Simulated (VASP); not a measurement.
# TePb (Fm-3m) in VASP: a series of runs, part 2 of 2

VASP 6.6.1. The steps go on from the part before.

### 3 Single point, PBEsol

File INCAR:

```
PREC = Accurate
ENCUT = 520
EDIFF = 1E-7
ISMEAR = -1
SIGMA = 0.03
LREAL = F
LASPH = T
NELM = 80
ALGO = Normal
ISIF = 2
LWAVE = F
LCHARG = F
GGA = PS
NBANDS = 17
```

File KPOINTS:

```
Automatic mesh
0
Gamma
  10 10 10
```

File POSCAR:

```
TePb
1.0
    0.0000000000      3.2270000000      3.2270000000
    3.2270000000      0.0000000000      3.2270000000
    3.2270000000      3.2270000000      0.0000000000
Te Pb
1 1
Direct
    0.5000000000      0.5000000000      0.5000000000
    0.0000000000      0.0000000000      0.0000000000
```

Potentials or basis: VASP PAW PBE potentials, release 64 (Te, Pb_d).

Started as:

```sh
$ cat potpaw_PBE.64/Te/POTCAR potpaw_PBE.64/Pb_d/POTCAR > POTCAR
$ mpirun -np 1 vasp_std > vasp.out
```

OUTCAR:

```text
PREC = Accurate
   ENCUT = 520
   EDIFF = 1E-7
   ISMEAR = -1
   LREAL = F
   LASPH = T
   NELM = 80
   ISIF = 2
   GGA = PS

 ion  position               nearest neighbor table
   1  0.500  0.500  0.500-   2 3.23   2 3.23   2 3.23   2 3.23   2 3.23   2 3.23
   2  0.000  0.000  0.000-   1 3.23   1 3.23   1 3.23   1 3.23   1 3.23   1 3.23

  LATTYP: Found a face centered cubic cell.
 ALAT       =     6.4540000000

  Lattice vectors:

 A1 = (   0.0000000000,   3.2270000000,   3.2270000000)
 A2 = (   3.2270000000,   0.0000000000,   3.2270000000)
 A3 = (   3.2270000000,   3.2270000000,   0.0000000000)

Analysis of symmetry for initial positions (statically):
=====================================================================
 Subroutine PRICEL returns:
 Original cell was already a primitive cell.

 Routine SETGRP: Setting up the symmetry group for a
 face centered cubic supercell.

 Subroutine GETGRP returns: Found 48 space group operations
 (whereof 48 operations were pure point group operations)
 out of a pool of 48 trial point group operations.

The static configuration has the point symmetry O_h .

Analysis of symmetry for dynamics (positions and initial velocities):
=====================================================================
 Subroutine PRICEL returns:
 Original cell was already a primitive cell.

 Routine SETGRP: Setting up the symmetry group for a
 face centered cubic supercell.

 Subroutine GETGRP returns: Found 48 space group operations
 (whereof 48 operations were pure point group operations)
 out of a pool of 48 trial point group operations.

The dynamic configuration has the point symmetry O_h .

 Subroutine INISYM returns: Found 48 space group operations
 (whereof 48 operations are pure point group operations),
 and found     1 'primitive' translations

----------------------------------------------------------------------------------------

                                     Primitive cell
[... 109 lines left out ...]
   IMIX   =      4    mixing-type and parameters
     AMIX     =   0.40;   BMIX     =  1.00
     AMIX_MAG =   1.60;   BMIX_MAG =  1.00
  volume/ion in A,a.u.               =      33.60       226.77
  Fermi-wavevector in a.u.,A,eV,Ry     =   1.092972  2.065418 16.253366  1.194589
  Thomas-Fermi vector in A             =   2.229249
   LORBIT       =      0    0 simple, 1 ext, 2 COOP (PROOUT), +10 PAW based schemes
   GGA     = PS    functional components
   LHFCALC =     F    Hartree Fock is set to
   AEXX    =    0.0000 exact exchange contribution
   IVDW    =     0    specifies the selected vdW correction
   LEPSILON=     F    determine dielectric tensor
   LRPA    =     F    only Hartree local field effects (RPA)
 non-spin polarized calculation
  energy-cutoff  :      520.00
  volume of cell :       67.21
 maximum number of plane-waves:      1837
 NGX is ok and might be reduce to    36
   NGX = 17   NGY = 17   NGZ = 17

 number of electron      20.0000002 magnetization

 Free energy of the ion-electron system (eV)
  ---------------------------------------------------
  ext. energy  EPLUGINS =         0.00000000
  ---------------------------------------------------
  free energy    TOTEN  =        -8.25902428 eV

  energy without entropy =       -8.25902418  energy(sigma->0) =       -8.25902423

 E-fermi :   5.8388     XC(G=0):  -9.4869

 val. band max:        5.5077094814   @ k =   0.5000   0.0000   0.0000
 cond. band min:       6.1686029609   @ k =   0.5000   0.0000   0.0000
 fundamental gap:      0.6608934794
 Fermi energy:         5.8388180034

 k-point     1 :       0.0000    0.0000    0.0000
  band No.  band energies     occupation
      1     -11.1261      2.00000
      2     -11.1261      2.00000
      3     -11.1150      2.00000
      4     -11.1150      2.00000
      5     -11.1150      2.00000
      6      -6.5566      2.00000
[... 457 lines left out ...]
      4     -11.0948      2.00000
      5     -11.0937      2.00000
      6      -5.2865      2.00000
[... 9 lines left out ...]
     16      15.1662      0.00000
     17      15.6641      0.00000

 [... further k-points ...]

------------------------ aborting loop because EDIFF is reached ----------------------------------------

  FORCE on cell =-STRESS in cart. coord.  units (eV):
  Direction    XX          YY          ZZ          XY          YZ          ZX
  --------------------------------------------------------------------------------------
  -------------------------------------------------------------------------------------
  Total       -0.1058416     -0.1058416     -0.1058416      0.0000000      0.0000000      0.0000000
  in kB       -2.5231324     -2.5231324     -2.5231324      0.0000000      0.0000000      0.0000000
  external PRESSURE =      -2.5231324 kB  Pullay stress =       0.0000000 kB

 VOLUME and BASIS-vectors are now :
 -----------------------------------------------------------------------------
  energy-cutoff  :      520.00
  volume of cell :       67.21
      direct lattice vectors                 reciprocal lattice vectors
     0.000000000  3.227000000  3.227000000    -0.154942671  0.154942671  0.154942671
     3.227000000  0.000000000  3.227000000     0.154942671 -0.154942671  0.154942671
     3.227000000  3.227000000  0.000000000     0.154942671  0.154942671 -0.154942671

 POSITION                                       TOTAL-FORCE (eV/Angst)
 -----------------------------------------------------------------------------------
      3.22700      3.22700      3.22700         0.000000      0.000000      0.000000
      0.00000      0.00000      0.00000        -0.000000     -0.000000     -0.000000
 -----------------------------------------------------------------------------------
    total drift:                               -0.000000      0.000000      0.000000

  FREE ENERGIE OF THE ION-ELECTRON SYSTEM (eV)
  ---------------------------------------------------
  free  energy   TOTEN  =        -8.2590242757 eV

  energy  without entropy=       -8.2590241777  energy(sigma->0) =       -8.25902423
```

Run time: 26 s. Hardware: 1 thread of Intel Xeon 6975P-C (Granite Rapids), shared host; peak memory 0.22 GiB.

Results:

```
Free energy            : -8.2590 eV
Pressure               : -0.3 GPa
Band gap on the k mesh : 0.66 eV
```

Levels at points of the mesh, in eV from the valence-band top:
| k point | band 6 | band 7 | band 8 | band 9 | band 10 | band 11 | band 12 | band 13 | band 14 | band 15 |
| --- | --- | --- | --- | --- | --- | --- | --- | --- | --- | --- |
| (0.00, 0.00, 0.00) | -12.06 | -5.60 | -1.35 | -1.35 | -1.35 | 4.06 | 4.06 | 4.06 | 5.75 | 5.75 |
| (0.50, 0.00, 0.00) | -10.61 | -8.62 | -0.88 | -0.88 | 0.00 | 0.66 | 1.24 | 1.24 | 8.29 | 9.20 |
| (0.50, 0.50, 0.00) | -10.36 | -7.31 | -4.55 | -2.82 | -2.82 | 3.20 | 5.48 | 5.48 | 6.71 | 10.14 |

Caveat: the PAW data sets were made with another functional, which shifts forces and pressure a little; spin-orbit coupling is left out, which moves the levels of the heavy elements.

### 4 Single point, LDA (34.95 Å³/atom)

This run uses another cell than the first one, of 34.95 Å³/atom.

File INCAR:

```
PREC = Accurate
ENCUT = 520
EDIFF = 1E-7
ISMEAR = -1
SIGMA = 0.03
LREAL = F
LASPH = T
NELM = 100
ALGO = Normal
ISIF = 2
LWAVE = F
LCHARG = T
LELF = T
LVHAR = T
NBANDS = 17
```

KPOINTS is that of step 3.

File POSCAR:

```
TePb
1.0
    0.0000000000      3.2694653961      3.2694653961
    3.2694653961      0.0000000000      3.2694653961
    3.2694653961      3.2694653961      0.0000000000
Te Pb
1 1
Direct
    0.5000000000      0.5000000000      0.5000000000
    0.0000000000      0.0000000000      0.0000000000
```

Potentials or basis: VASP PAW LDA potentials, release 64 (Te, Pb_d).

Started as:

```sh
$ cat potpaw_LDA.64/Te/POTCAR potpaw_LDA.64/Pb_d/POTCAR > POTCAR
$ mpirun -np 1 vasp_std > vasp.out
```

It took 22 s on 1 thread of Intel Xeon 6975P-C (Granite Rapids), shared host; peak memory 0.21 GiB.

Results (log left out):

- Free energy: -8.7277 eV
- Pressure: -3.0 GPa
- Band gap on the k mesh: 0.70 eV

Levels at points of the mesh, in eV from the valence-band top:
```csv
k point,band 7,band 8,band 9,band 10,band 11,band 12,band 13,band 14
"(0.00, 0.00, 0.00)",-5.75,-1.20,-1.20,-1.20,3.95,3.95,3.95,5.87
"(0.50, 0.00, 0.00)",-8.45,-0.75,-0.75,0.00,0.70,1.30,1.30,8.26
"(0.50, 0.50, 0.00)",-7.29,-4.24,-2.60,-2.60,3.41,5.27,5.27,6.41
```

Caveat: spin-orbit coupling is left out, which moves the levels of the heavy elements. A k mesh can miss the band edges.

### 5 Single point, RPBE

This run uses another cell than the first one, of 34.95 Å³/atom.

File INCAR:

```
PREC = Accurate
ENCUT = 520
EDIFF = 1E-6
ISMEAR = -1
SIGMA = 0.03
LREAL = False
LASPH = True
NELM = 60
ALGO = Normal
ISIF = 2
LWAVE = False
LCHARG = True
GGA = RP
LELF = True
LVHAR = True
NBANDS = 17
```

KPOINTS is that of step 4.

POSCAR is that of step 4.

Potentials or basis: VASP PAW PBE potentials, release 64 (Te, Pb_d).

Started as:

```sh
$ cat potpaw_PBE.64/Te/POTCAR potpaw_PBE.64/Pb_d/POTCAR > POTCAR
$ mpirun -np 1 vasp_std > vasp.out
```

OUTCAR:

```text
PREC = Accurate
   ENCUT = 520
   EDIFF = 1E-6
   ISMEAR = -1
   LREAL = False
   LASPH = True
   NELM = 60
   ISIF = 2
   GGA = RP

 ion  position               nearest neighbor table
   1  0.500  0.500  0.500-   2 3.27   2 3.27   2 3.27   2 3.27   2 3.27   2 3.27
   2  0.000  0.000  0.000-   1 3.27   1 3.27   1 3.27   1 3.27   1 3.27   1 3.27

  LATTYP: Found a face centered cubic cell.
 ALAT       =     6.5389307922

  Lattice vectors:

 A1 = (   0.0000000000,   3.2694653961,   3.2694653961)
 A2 = (   3.2694653961,   0.0000000000,   3.2694653961)
 A3 = (   3.2694653961,   3.2694653961,   0.0000000000)

Analysis of symmetry for initial positions (statically):
=====================================================================
 Subroutine PRICEL returns:
 Original cell was already a primitive cell.

 Routine SETGRP: Setting up the symmetry group for a
 face centered cubic supercell.

 Subroutine GETGRP returns: Found 48 space group operations
 (whereof 48 operations were pure point group operations)
 out of a pool of 48 trial point group operations.

The static configuration has the point symmetry O_h .
[... 158 lines left out ...]

  energy without entropy =       -6.81980198  energy(sigma->0) =       -6.81980198

 E-fermi :   5.7308     XC(G=0):  -9.0068

 val. band max:        5.2919119081   @ k =   0.5000   0.0000   0.0000
 cond. band min:       6.1668367682   @ k =   0.5000   0.0000   0.0000
 fundamental gap:      0.8749248602
 Fermi energy:         5.7308440876

 k-point     1 :       0.0000    0.0000    0.0000
  band No.  band energies     occupation
      1     -11.4460      2.00000
      2     -11.4460      2.00000
      3     -11.4431      2.00000
      4     -11.4431      2.00000
      5     -11.4431      2.00000
      6      -6.4165      2.00000
[... 457 lines left out ...]
      4     -11.4267      2.00000
      5     -11.4257      2.00000
      6      -5.2452      2.00000
[... 9 lines left out ...]
     16      14.8918      0.00000
     17      15.4425      0.00000

 [... further k-points ...]

------------------------ aborting loop because EDIFF is reached ----------------------------------------

  FORCE on cell =-STRESS in cart. coord.  units (eV):
  Direction    XX          YY          ZZ          XY          YZ          ZX
  --------------------------------------------------------------------------------------
  -------------------------------------------------------------------------------------
  Total        0.8493878      0.8493878      0.8493878      0.0000000      0.0000000      0.0000000
  in kB       19.4695701     19.4695701     19.4695701      0.0000000      0.0000000      0.0000000
  external PRESSURE =      19.4695701 kB  Pullay stress =       0.0000000 kB

 VOLUME and BASIS-vectors are now :
 -----------------------------------------------------------------------------
  energy-cutoff  :      520.00
  volume of cell :       69.90
      direct lattice vectors                 reciprocal lattice vectors
     0.000000000  3.269465396  3.269465396    -0.152930201  0.152930201  0.152930201
     3.269465396  0.000000000  3.269465396     0.152930201 -0.152930201  0.152930201
     3.269465396  3.269465396  0.000000000     0.152930201  0.152930201 -0.152930201

 POSITION                                       TOTAL-FORCE (eV/Angst)
 -----------------------------------------------------------------------------------
      3.26947      3.26947      3.26947         0.000000      0.000000      0.000000
      0.00000      0.00000      0.00000        -0.000000     -0.000000     -0.000000
 -----------------------------------------------------------------------------------
    total drift:                               -0.000000      0.000000      0.000000

  FREE ENERGIE OF THE ION-ELECTRON SYSTEM (eV)
  ---------------------------------------------------
  free  energy   TOTEN  =        -6.8198019792 eV

  energy  without entropy=       -6.8198019756  energy(sigma->0) =       -6.81980198
```

OSZICAR:

```text
N       E                     dE             d eps       ncg     rms          rms(c)
DAV:   1     0.151001632999E+03    0.15100E+03   -0.92289E+03  1598   0.113E+03
DAV:   2     0.380851824077E+01   -0.14719E+03   -0.14305E+03  1677   0.290E+02
DAV:   3    -0.665576056639E+01   -0.10464E+02   -0.10413E+02  2071   0.844E+01
DAV:   4    -0.693589222857E+01   -0.28013E+00   -0.28001E+00  2031   0.156E+01
DAV:   5    -0.694646365023E+01   -0.10571E-01   -0.10571E-01  2232   0.268E+00    0.313E+00
DAV:   6    -0.681586044964E+01    0.13060E+00   -0.29393E-01  2256   0.352E+00    0.193E+00
DAV:   7    -0.681546257269E+01    0.39788E-03   -0.97530E-02  1915   0.145E+00    0.941E-01
DAV:   8    -0.681988289883E+01   -0.44203E-02   -0.13455E-02  1822   0.115E+00    0.188E-01
DAV:   9    -0.681962808110E+01    0.25482E-03   -0.15882E-03  2239   0.443E-01    0.936E-02
DAV:  10    -0.681978728705E+01   -0.15921E-03   -0.34256E-04  1786   0.113E-01    0.156E-02
DAV:  11    -0.681980269759E+01   -0.15411E-04   -0.74030E-05  2192   0.829E-02    0.169E-02
DAV:  12    -0.681980197924E+01    0.71835E-06   -0.40861E-06  1861   0.127E-02
   1 F= -.68198020E+01 E0= -.68198020E+01  d E =-.365683E-08
```

stdout:

```text
POSCAR found type information on POSCAR TePb
 POSCAR found :  2 types and       2 ions
 scaLAPACK will be used
 -----------------------------------------------------------------------------
|                                                                             |
|                                                                             |
|     You enforced a specific xc type in the INCAR file but a different       |
|     I HOPE YOU KNOW WHAT YOU ARE DOING!                                     |
|                                                                             |
 -----------------------------------------------------------------------------

 LDA part: xc-table for (Slater+PW92), standard interpolation
 POSCAR, INCAR and KPOINTS ok, starting setup
 FFT: planning ... GRIDC
 FFT: planning ... GRID_SOFT
 FFT: planning ... GRID
 WAVECAR not read
 entering main loop
```

Wall time 23 s (1 thread of Intel Xeon 6975P-C (Granite Rapids), shared host); peak memory 0.23 GiB.

Results:

| Quantity | Value |
| --- | --- |
| Free energy | -6.8198 eV |
| Pressure | 1.9 GPa |
| Band gap on the k mesh | 0.87 eV |

Levels at points of the mesh, in eV from the valence-band top:
| k point | band 6 | band 7 | band 8 | band 9 | band 10 | band 11 | band 12 | band 13 | band 14 | band 15 |
| --- | --- | --- | --- | --- | --- | --- | --- | --- | --- | --- |
| (0.00, 0.00, 0.00) | -11.71 | -5.65 | -1.22 | -1.22 | -1.22 | 4.08 | 4.08 | 4.08 | 5.90 | 5.90 |
| (0.50, 0.00, 0.00) | -10.37 | -8.38 | -0.79 | -0.79 | 0.00 | 0.87 | 1.39 | 1.39 | 8.45 | 9.22 |
| (0.50, 0.50, 0.00) | -10.15 | -7.21 | -4.20 | -2.59 | -2.59 | 3.51 | 5.38 | 5.38 | 6.55 | 9.99 |

Caveat: the PAW data sets were made with another functional, which shifts forces and pressure a little; spin-orbit coupling is left out, which moves the levels of the heavy elements.

### 6 Summary

| level | potentials or basis | cell | gap on the mesh (eV) | pressure (GPa) |
| --- | --- | --- | --- | --- |
| LDA | VASP PAW LDA potentials, release 64 (Te, Pb_d) | a = 4.564 Å, angles 60.0°, 2 atoms | 0.63 | -1.5 |
| PBEsol | VASP PAW PBE potentials, release 64 (Te, Pb_d) | a = 4.564 Å, angles 60.0°, 2 atoms | 0.66 | -0.3 |
| LDA | VASP PAW LDA potentials, release 64 (Te, Pb_d) | a = 4.624 Å, angles 60.0°, 2 atoms | 0.70 | -3.0 |
| RPBE | VASP PAW PBE potentials, release 64 (Te, Pb_d) | a = 4.624 Å, angles 60.0°, 2 atoms | 0.87 | 1.9 |

Alike in all rows: task single point; no spin polarisation; k mesh 10 × 10 × 10; cutoff (eV) 520; smearing fermi-dirac 0.03 eV.

Caveats: spin-orbit coupling is left out, which moves the levels of the heavy elements; the PAW data sets were made with another functional, which shifts forces and pressure a little (at least some runs).

Absolute energies hang on the potentials; compare differences alone.

### 7 Against experiment

Step 3. Against the measured gap of TePb, 0.19 eV (direct; 4.2 K; a printed reference work, monograph), the calculated 0.66 eV is off by +0.47 eV. Spin-orbit coupling on Pb, Te is left out. The value is that of PBEsol on a finite k mesh, which can miss the band edges, without temperature or zero-point motion.
